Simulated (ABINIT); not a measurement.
Write the native input for ABINIT 10.8.3 (patched build) that does the following.

```
Task                                            : band structure
Functional                                      : PW91
Potentials or basis                             : JTH PAW PBE v2.0
Cutoff                                          : 463 eV
k mesh                                          : 8 × 8 × 8
Occupations                                     : fermi-dirac, width 0.05 eV
Spin                                            : no spin polarisation
Fine-grid cutoff                                : 925.187 eV
Exchange and correlation inside the PAW spheres : full angular mesh (pawxcdev 0, this build's default; the released program takes 1)
```

Crystal: InAs.

```
In As
1.0
     0.00000    3.01800    3.01800
     3.01800    0.00000    3.01800
     3.01800    3.01800    0.00000
In As
1 1
Direct
  0.00000 0.00000 0.00000
  0.75000 0.75000 0.75000
```

These files were run (other wordings do the same):

run.abi

```
# Datasets: ground state, then fixed potential
ndtset 2

# Pseudopotentials
pp_dirpath "./"
pseudos "In.GGA_PBE-JTH.xml, As.GGA_PBE-JTH.xml"

# Structure
acell 3*1.0 Angstrom
rprim
     0.0000000000     3.0180000000     3.0180000000
     3.0180000000     0.0000000000     3.0180000000
     3.0180000000     3.0180000000     0.0000000000
ntypat 2
znucl 49 33
natom 2
typat 1 2
xred
     0.0000000000     0.0000000000     0.0000000000
     0.7500000000     0.7500000000     0.7500000000

# Plane-wave basis
ecut 17.0
pawecutdg 34.0

# Exchange and correlation
ixc -109134

# Bands and occupations
occopt 3
tsmear 0.05 eV

# SCF cycle
nstep 100

# Output
iomode 3
prtwf 0
prteig 0
prtebands 0
enunit 2
prtden1 1
prtvha1 1
prtvclmb1 1
prtpot1 1

# Dataset 1
kptopt1 1
ngkpt1 8 8 8
nshiftk1 1
shiftk1 0.0 0.0 0.0
nband1 18
tolvrs1 1.0e-9

# Dataset 2: bands along G-X-W-K-G-L-U-W-L-K
iscf2 -2
getden2 1
nband2 22
nbdbuf2 2
tolwfr2 1.0e-12
kptopt2 -9
ndivsm2 6
prteig2 1
prtvol2 -3
kptbounds2
     0.0000000000     0.0000000000     0.0000000000
     0.5000000000     0.0000000000     0.5000000000
     0.5000000000     0.2500000000     0.7500000000
     0.3750000000     0.3750000000     0.7500000000
     0.0000000000     0.0000000000     0.0000000000
     0.5000000000     0.5000000000     0.5000000000
     0.6250000000     0.2500000000     0.6250000000
     0.5000000000     0.2500000000     0.7500000000
     0.5000000000     0.5000000000     0.5000000000
     0.3750000000     0.3750000000     0.7500000000
```

Potentials or basis: JTH PAW PBE v2.0.

Command:

```console
$ abinit run.abi > log 2>&1
```

Results of the run:

```json
{
 "Band gap on the k mesh": "none (metal or under the smearing width)",
 "Valence electrons inside the program's atomic spheres": "In 11.23; As 12.71"
}
```

Caveat: spin-orbit coupling is left out, which moves the levels of the heavy elements; this crystal is a semiconductor, whose small gap the functional closes, so the metal is an error of the method.

Run time: 70 s on 1 thread of Arm Neoverse V2, on a shared host, peak memory 0.14 GiB.
